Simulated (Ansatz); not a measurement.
# What DFT gives for Nb

```xyz
1
Lattice="-1.7298 1.7298 1.4270 1.7298 -1.7298 1.4270 1.7298 1.7298 -1.4270" Properties=species:S:1:pos:R:3 pbc="T T T"
Nb    0.0000    0.0000    0.0000
```

The numbers come from plane-wave PAW DFT (Ansatz): PBE, no spin polarisation, 420 eV, 11×11×11 Γ-centred k points, gaussian occupations (width 0.0261 eV). Nothing was relaxed.

(1) Metal or insulator?

(2) Describe some of the short contacts.

(3) Is the cell too large or too small?

Origin: a known structure type with other elements, at an estimated volume, so it need not be a known compound. Caveats: many states at the Fermi level without spin polarisation, so a magnetic state may lie lower.

Answers

(1) It is a metal, with about 1.3 states/eV a cell as the mean within 0.25 eV of the Fermi level, mostly Nb d (86 %).

(2) Nb–Nb at 2.83 Å: least valence density 0.30 e/Å³ and ELF 0.25 there. Both are smooth PAW fields, read partly inside the augmentation spheres.

(3) The pressure is 14.7 GPa (compression positive), so with the atoms held at these fractions the cell would first expand. The principal stresses 6.8, 6.8, 30.5 GPa differ, so its shape would change too.
